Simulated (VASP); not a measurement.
# Sb (Fm-3m) in VASP: further runs

The runs below take Sb through single point, relaxation of cell and atoms, with PBE, r2SCAN.

Program: VASP 6.6.1. These are calculated values, not measurements. Logs are shortened: lines on timing, memory, paths and dates and some standing lists are left out, and cuts for length are marked.

## 1. The structure

The structure is cubic, space group Fm-3m (No. 225). Conventional cell: a = 4.742 Å, b = 4.742 Å, c = 4.742 Å, α = 90.00°, β = 90.00°, γ = 90.00°. Sb (site symmetry m-3m) is surrounded by 12 Sb at 3.35 Å.

This isn't the form of Sb at room conditions, which is rhombohedral.

## 2. Single point, PBE

Contents of INCAR:

```
ALGO     = Normal         # electronic algorithm
EDIFF    = 1E-6           # SCF threshold, eV
ENCUT    = 450            # plane-wave cutoff, eV
GGA      = PE             # functional
ISIF     = 2              # what is computed and relaxed
ISMEAR   = 0              # smearing method
LASPH    = T              # aspherical terms in the spheres
LCHARG   = F              # write CHGCAR
LREAL    = F              # projectors in reciprocal space
LWAVE    = F              # write WAVECAR
NBANDS   = 14             # bands
NELM     = 60             # most SCF steps
PREC     = Accurate       # precision mode
SIGMA    = 0.02           # smearing width, eV
```

Contents of KPOINTS:

```
k-points
0
Gamma
  6 6 6
```

Contents of POSCAR:

```
Sb
1.0
    0.0000000000      2.3712425216      2.3712425216
    2.3712425216      0.0000000000      2.3712425216
    2.3712425216      2.3712425216      0.0000000000
Sb
1
Direct
    0.0000000000      0.0000000000      0.0000000000
```

Potentials or basis: VASP PAW PBE potentials, release 64 (Sb_d_GW).

The run is started by

```bash
cat potpaw_PBE.64/Sb_d_GW/POTCAR > POTCAR
mpirun -np 1 vasp_std > vasp.out
```

OUTCAR:

```text
EDIFF = 1E-6
   ENCUT = 450
   GGA = PE
   ISIF = 2
   ISMEAR = 0
   LASPH = T
   LREAL = F
   NELM = 60
   PREC = Accurate

 ion  position               nearest neighbor table
   1  0.000  0.000  0.000-

  LATTYP: Found a face centered cubic cell.
 ALAT       =     4.7424850432

  Lattice vectors:

 A1 = (   0.0000000000,   2.3712425216,   2.3712425216)
 A2 = (   2.3712425216,   0.0000000000,   2.3712425216)
 A3 = (   2.3712425216,   2.3712425216,   0.0000000000)

Analysis of symmetry for initial positions (statically):
=====================================================================
 Subroutine PRICEL returns:
 Original cell was already a primitive cell.

 Routine SETGRP: Setting up the symmetry group for a
 face centered cubic supercell.

 Subroutine GETGRP returns: Found 48 space group operations
 (whereof 48 operations were pure point group operations)
 out of a pool of 48 trial point group operations.

The static configuration has the point symmetry O_h .

Analysis of symmetry for dynamics (positions and initial velocities):
=====================================================================
 Subroutine PRICEL returns:
 Original cell was already a primitive cell.

 Routine SETGRP: Setting up the symmetry group for a
 face centered cubic supercell.

 Subroutine GETGRP returns: Found 48 space group operations
 (whereof 48 operations were pure point group operations)
 out of a pool of 48 trial point group operations.

The dynamic configuration has the point symmetry O_h .

 Subroutine INISYM returns: Found 48 space group operations
 (whereof 48 operations are pure point group operations),
 and found     1 'primitive' translations

----------------------------------------------------------------------------------------

                                     Primitive cell

  volume of cell :      26.6660

  direct lattice vectors                    reciprocal lattice vectors
     0.000000000  2.371242522  2.371242522    -0.210859916  0.210859916  0.210859916
     2.371242522  0.000000000  2.371242522     0.210859916 -0.210859916  0.210859916
     2.371242522  2.371242522  0.000000000     0.210859916  0.210859916 -0.210859916

  length of vectors
     3.353443334  3.353443334  3.353443334     0.365220089  0.365220089  0.365220089

  position of ions in fractional coordinates (direct lattice)
     0.000000000  0.000000000  0.000000000

  ion indices of the primitive-cell ions
   primitive index   ion index
                 1           1

----------------------------------------------------------------------------------------

 KPOINTS: k-points

Automatic generation of k-mesh.
 Grid dimensions read from file:
 generate k-points for:    6    6    6

 Generating k-lattice:

  Cartesian coordinates                     Fractional coordinates (reciprocal lattice)
    -0.035143319  0.035143319  0.035143319     0.166666667  0.000000000  0.000000000
     0.035143319 -0.035143319  0.035143319     0.000000000  0.166666667  0.000000000
     0.035143319  0.035143319 -0.035143319     0.000000000  0.000000000  0.166666667

  Length of vectors
     0.060870015  0.060870015  0.060870015

  Shift w.r.t. Gamma in fractional coordinates (k-lattice)
     0.000000000  0.000000000  0.000000000

 Subroutine IBZKPT returns following result:
 ===========================================

 Found     16 irreducible k-points:

 Following reciprocal coordinates:
            Coordinates               Weight
  0.000000  0.000000  0.000000      1.000000
  0.166667  0.000000  0.000000      8.000000
  0.333333  0.000000  0.000000      8.000000
  0.500000  0.000000  0.000000      4.000000
  0.166667  0.166667  0.000000      6.000000
  0.333333  0.166667  0.000000     24.000000
[... 8 lines left out ...]
 -0.333333  0.333333  0.166667     24.000000
 -0.333333  0.500000  0.166667     12.000000
   k-points           NKPTS =     16   k-points in BZ     NKDIM =     16   number of bands    NBANDS=     14
   number of dos      NEDOS =    301   number of ions     NIONS =      1
   total plane-waves  NPLWV =  13824
   dimension x,y,z NGX =    24 NGY =   24 NGZ =   24
   dimension x,y,z NGXF=    48 NGYF=   48 NGZF=   48
   ions per type =               1
   NGX,Y,Z   is equivalent  to a cutoff of  11.90, 11.90, 11.90 a.u.
   NGXF,Y,Z  is equivalent  to a cutoff of  23.80, 23.80, 23.80 a.u.
 SYSTEM =  unknown system
   PREC   = accura    normal or accurate (medium, high low for compatibility)
   ISTART =      0    job   : 0-new  1-cont  2-samecut
   ICHARG =      2    charge: 1-file 2-atom 10-const
   ISPIN  =      1    spin polarized calculation?
   LNONCOLLINEAR =      F non collinear calculations
   LSORBIT =      F    spin-orbit coupling
   LASPH  =      T    aspherical Exc in radial PAW
   ENCUT  =  450.0 eV  33.07 Ry    5.75 a.u.   5.80  5.80  5.80*2*pi/ulx,y,z
   NELM   =     60;   NELMIN=  2; NELMDL= -5     # of ELM steps
   EDIFF  = 0.1E-05   stopping-criterion for ELM
   LREAL  =      F    real-space projection
   EDIFFG = 0.1E-04   stopping-criterion for IOM
   NSW    =      0    number of steps for IOM
   IBRION =     -1    ionic relax: 0-MD 1-quasi-New 2-CG
   NFREE  =      0    steps in history (QN), initial steepest desc. (CG)
   ISIF   =      2    stress and relaxation
   ISYM   =      2    0-nonsym 1-usesym 2-fastsym
   POTIM  = 0.5000    time-step for ionic-motion
   TEBEG  =    0.0;   TEEND  =   0.0 temperature during run
   PSTRESS=    0.0 pullay stress
   NELECT =      15.0000    total number of electrons
   NUPDOWN=      -1.0000    fix difference up-down
   EMIN   =  10.00;   EMAX   =-10.00  energy-range for DOS
   EFERMI =   0.00;   METHOD = LEGACY
   ISMEAR =     0;   SIGMA  =   0.02  broadening in eV -4-tet -1-fermi 0-gaus
   EFERMI_NEDOS =   21; number of points for ismear=-14 and -15
   IALGO  =     38    algorithm
   IMIX   =      4    mixing-type and parameters
     AMIX     =   0.40;   BMIX     =  1.00
     AMIX_MAG =   1.60;   BMIX_MAG =  1.00
  volume/ion in A,a.u.               =      26.67       179.95
  Fermi-wavevector in a.u.,A,eV,Ry     =   1.351406  2.553788 24.848307  1.826299
  Thomas-Fermi vector in A             =   2.478831
   LORBIT       =      0    0 simple, 1 ext, 2 COOP (PROOUT), +10 PAW based schemes
   GGA     = PE    functional components
   LHFCALC =     F    Hartree Fock is set to
   AEXX    =    0.0000 exact exchange contribution
   IVDW    =     0    specifies the selected vdW correction
   LEPSILON=     F    determine dielectric tensor
   LRPA    =     F    only Hartree local field effects (RPA)
 non-spin polarized calculation
 Gauss-broadening in eV      SIGMA  =   0.02
  energy-cutoff  :      450.00
  volume of cell :       26.67
 maximum number of plane-waves:       589
   NGX = 11   NGY = 11   NGZ = 11

 number of electron      15.0000001 magnetization

 Free energy of the ion-electron system (eV)
  ---------------------------------------------------
  ext. energy  EPLUGINS =         0.00000000
  ---------------------------------------------------
  free energy    TOTEN  =        -3.85885497 eV

  energy without entropy =       -3.85766320  energy(sigma->0) =       -3.85825909

 E-fermi :   6.7044     XC(G=0): -10.6941

 val. band max:        6.6999206479   @ k =  -0.3333   0.3333   0.1667
 cond. band min:       6.7673133664   @ k =  -0.3333   0.1667   0.0000
 fundamental gap:      0.0673927185
 Fermi energy:         6.7044267264

 k-point     1 :       0.0000    0.0000    0.0000
  band No.  band energies     occupation
      1     -22.8707      2.00000
      2     -22.8707      2.00000
      3     -22.8707      2.00000
      4     -22.8304      2.00000
      5     -22.8304      2.00000
      6      -6.5301      2.00000
      7      11.8555      0.00000
      8      11.8555      0.00000
      9      11.8555      0.00000
     10      16.6499      0.00000
     11      17.0331      0.00000
     12      17.0331      0.00000
     13      17.0331      0.00000
     14      18.5657      0.00000

 k-point     2 :       0.1667    0.0000    0.0000
  band No.  band energies     occupation
      1     -22.8681      2.00000
      2     -22.8618      2.00000
      3     -22.8618      2.00000
      4     -22.8278      2.00000
      5     -22.8278      2.00000
      6      -5.9772      2.00000
      7       8.1699      0.00000
      8      11.2659      0.00000
      9      11.2659      0.00000
     10      15.1628      0.00000
     11      17.8780      0.00000
     12      17.8780      0.00000
     13      19.2323      0.00000
     14      19.5786      0.00000

 k-point     3 :       0.3333    0.0000    0.0000
  band No.  band energies     occupation
      1     -22.8635      2.00000
      2     -22.8616      2.00000
      3     -22.8616      2.00000
      4     -22.8046      2.00000
      5     -22.8046      2.00000
      6      -4.3761      2.00000
      7       3.3820      2.00000
      8      10.4571      0.00000
      9      10.4571      0.00000
     10      14.7814      0.00000
     11      16.6545      0.00000
     12      16.6545      0.00000
     13      17.1121      0.00000
     14      21.9256      0.00000

 k-point     4 :       0.5000    0.0000    0.0000
  band No.  band energies     occupation
      1     -22.8653      2.00000
      2     -22.8653      2.00000
      3     -22.8614      2.00000
      4     -22.7891      2.00000
      5     -22.7891      2.00000
      6      -2.7128      2.00000
      7       0.5966      2.00000
      8      10.1454      0.00000
      9      10.1454      0.00000
     10      14.9151      0.00000
     11      16.0003      0.00000
     12      16.0004      0.00000
     13      16.0769      0.00000
     14      24.7585      0.00000

 k-point     5 :       0.1667    0.1667    0.0000
  band No.  band energies     occupation
      1     -22.8807      2.00000
      2     -22.8481      2.00000
      3     -22.8481      2.00000
      4     -22.8408      2.00000
      5     -22.8210      2.00000
      6      -5.7920      2.00000
      7       9.4451      0.00000
      8       9.8370      0.00000
      9       9.8370      0.00000
     10      13.6558      0.00000
     11      15.6191      0.00000
[... 140 lines left out ...]
 k-point    14 :       0.5000    0.3333    0.1667
  band No.  band energies     occupation
      1     -22.8721      2.00000
      2     -22.8580      2.00000
      3     -22.8314      2.00000
      4     -22.8036      2.00000
      5     -22.7975      2.00000
      6      -3.0009      2.00000
      7       3.9723      2.00000
      8       5.3547      2.00000
      9       7.7053      0.00000
     10      14.5799      0.00000
     11      15.3412      0.00000
     12      17.9234      0.00000
     13      23.1356      0.00000
     14      23.8439      0.00000

 k-point    15 :      -0.3333    0.3333    0.1667
  band No.  band energies     occupation
      1     -22.8640      2.00000
      2     -22.8508      2.00000
      3     -22.8253      2.00000
      4     -22.8174      2.00000
      5     -22.7885      2.00000
      6      -1.5289      2.00000
      7       2.0840      2.00000
      8       4.7482      2.00000
      9       6.6999      1.24999
     10      14.6959      0.00000
     11      16.6602      0.00000
     12      19.6265      0.00000
     13      20.3222      0.00000
     14      23.5620      0.00000

 k-point    16 :      -0.3333    0.5000    0.1667
  band No.  band energies     occupation
      1     -22.8784      2.00000
      2     -22.8617      2.00000
      3     -22.8126      2.00000
      4     -22.8059      2.00000
      5     -22.7790      2.00000
      6      -0.8970      2.00000
      7       2.3066      2.00000
      8       4.5740      2.00000
      9       5.3071      2.00000
     10      14.0755      0.00000
     11      14.7120      0.00000
     12      20.7483      0.00000
     13      21.0511      0.00000
     14      26.8137      0.00000

------------------------ aborting loop because EDIFF is reached ----------------------------------------

  FORCE on cell =-STRESS in cart. coord.  units (eV):
  Direction    XX          YY          ZZ          XY          YZ          ZX
  --------------------------------------------------------------------------------------
  -------------------------------------------------------------------------------------
  Total        0.2575644      0.2575644      0.2575644     -0.0000000     -0.0000000      0.0000000
  in kB       15.4752805     15.4752805     15.4752805     -0.0000000     -0.0000000      0.0000000
  external PRESSURE =      15.4752805 kB  Pullay stress =       0.0000000 kB

 VOLUME and BASIS-vectors are now :
 -----------------------------------------------------------------------------
  energy-cutoff  :      450.00
  volume of cell :       26.67
      direct lattice vectors                 reciprocal lattice vectors
     0.000000000  2.371242522  2.371242522    -0.210859916  0.210859916  0.210859916
     2.371242522  0.000000000  2.371242522     0.210859916 -0.210859916  0.210859916
     2.371242522  2.371242522  0.000000000     0.210859916  0.210859916 -0.210859916

 POSITION                                       TOTAL-FORCE (eV/Angst)
 -----------------------------------------------------------------------------------
      0.00000      0.00000      0.00000        -0.000000      0.000000     -0.000000
 -----------------------------------------------------------------------------------
    total drift:                               -0.000000     -0.000000     -0.000000

  FREE ENERGIE OF THE ION-ELECTRON SYSTEM (eV)
  ---------------------------------------------------
  free  energy   TOTEN  =        -3.8588549683 eV

  energy  without entropy=       -3.8576632046  energy(sigma->0) =       -3.85825909
```

Wall time 9.4 s (1 thread of AMD EPYC 7R43 (Zen 3), shared host); peak memory 0.1 GiB.

What came out:

| Property | Result |
| --- | --- |
| Free energy | -3.8589 eV |
| Pressure | 1.5 GPa |
| Band gap on the k mesh | none (metal or under the smearing width) |

Caveat: the k mesh is coarse (spacing up to 0.38 Å⁻¹), so the values aren't converged.

## 3. Relaxation of cell and atoms, r2SCAN

Contents of INCAR:

```
SYSTEM = Sb
PREC = Accurate
ENCUT = 600
EDIFF = 1E-6
ISMEAR = -1
SIGMA = 0.05
LREAL = .FALSE.
LASPH = .TRUE.
NELM = 60
ALGO = Normal
ISIF = 3
LWAVE = .FALSE.
LCHARG = .FALSE.
METAGGA = R2SCAN
LMIXTAU = .TRUE.
IBRION = 2
NSW = 60
EDIFFG = -0.02
```

Contents of KPOINTS:

```
Automatic mesh
0
G
  8 8 8
  0 0 0
```

POSCAR is that of step 2.

Potentials or basis: VASP PAW PBE potentials, release 64 (Sb).

The run is started by

```bash
cat potpaw_PBE.64/Sb/POTCAR > POTCAR
mpirun -np 1 vasp_std > vasp.out
```

OUTCAR:

```text
SYSTEM = Sb
   PREC = Accurate
   ENCUT = 600
   EDIFF = 1E-6
   ISMEAR = -1
   LREAL = .FALSE.
   LASPH = .TRUE.
   NELM = 60
   ISIF = 3
   METAGGA = R2SCAN
   IBRION = 2
   NSW = 60
   EDIFFG = -0.02

 ion  position               nearest neighbor table
   1  0.000  0.000  0.000-

  LATTYP: Found a face centered cubic cell.
 ALAT       =     4.7424850432

  Lattice vectors:

 A1 = (   0.0000000000,   2.3712425216,   2.3712425216)
 A2 = (   2.3712425216,   0.0000000000,   2.3712425216)
 A3 = (   2.3712425216,   2.3712425216,   0.0000000000)

Analysis of symmetry for initial positions (statically):
=====================================================================
[... 251 lines left out ...]

 E-fermi :   8.1244     XC(G=0): -10.7362

 val. band max:        7.9537730479   @ k =   0.5000   0.2500   0.1250
 cond. band min:       8.1651881207   @ k =  -0.3750   0.3750   0.1250
 fundamental gap:      0.2114150728
 Fermi energy:         8.1243878293

 k-point     1 :       0.0000    0.0000    0.0000
  band No.  band energies     occupation
      1      -5.1964      2.00000
      2      13.7252      0.00000
      3      13.7252      0.00000
      4      13.7252      0.00000
      5      18.5954      0.00000
      6      18.5954      0.00000
[... 199 lines left out ...]
 k-point    24 :      -0.3750    0.2500    0.1250
  band No.  band energies     occupation
      1      -0.5489      2.00000
      2       3.0752      2.00000
      3       7.8835      1.98395
      4       9.7645      0.00000
      5      16.3530      0.00000
      6      18.0377      0.00000

 [... further k-points ...]

------------------------ aborting loop because EDIFF is reached ----------------------------------------

  FORCE on cell =-STRESS in cart. coord.  units (eV):
  Direction    XX          YY          ZZ          XY          YZ          ZX
  --------------------------------------------------------------------------------------
  -------------------------------------------------------------------------------------
  Total       -0.0020423     -0.0020423     -0.0020423      0.0000000      0.0000000      0.0000000
  in kB       -0.1192998     -0.1192998     -0.1192998      0.0000000      0.0000000      0.0000000
  external PRESSURE =      -0.1192998 kB  Pullay stress =       0.0000000 kB
[... 16 lines left out ...]
  FREE ENERGIE OF THE ION-ELECTRON SYSTEM (eV)
  ---------------------------------------------------
  free  energy   TOTEN  =       -25.2275402385 eV

  energy  without entropy=      -25.2202041767  energy(sigma->0) =      -25.22387221

 reached required accuracy - stopping structural energy minimisation
```

It took 49 s on 1 thread of Intel Xeon Platinum 8375C at 2.90GHz (Ice Lake), shared host; peak memory 0.17 GiB.

What came out:

* Free energy: -25.2275 eV
* Relaxed volume: 27.43 Å³/atom
* Relaxed cell: a = 3.385 Å, b = 3.385 Å, c = 3.385 Å, α = 60.00°, β = 60.00°, γ = 60.00°
* Space group after relaxing (to 0.05 Å): Fm-3m (No. 225)
* Energy gained by relaxing: 4.4 meV/atom
* Ionic steps: 3
* Pressure after relaxing: 0.0 GPa
* Band gap on the k mesh: none (metal or under the smearing width)

The path:
| step | energy change (eV) | largest force (eV/Å) | pressure (GPa) | volume (Å³) |
| --- | --- | --- | --- | --- |
| 1 | 0.0000 | 0.0000 | 1.90 | 26.67 |
| 2 | -0.0027 | 0.0000 | -1.23 | 27.90 |
| 3 | -0.0044 | 0.0000 | -0.01 | 27.43 |

Final structure:
```
Sb
1.0
     0.00000    2.39362    2.39362
     2.39362    0.00000    2.39362
     2.39362    2.39362    0.00000
Sb
1
Direct
  0.00000 0.00000 0.00000
```

Caveat: the PAW data sets were made with another functional, which shifts forces and pressure a little. Spin-orbit coupling is left out, which matters for the levels of Sb.
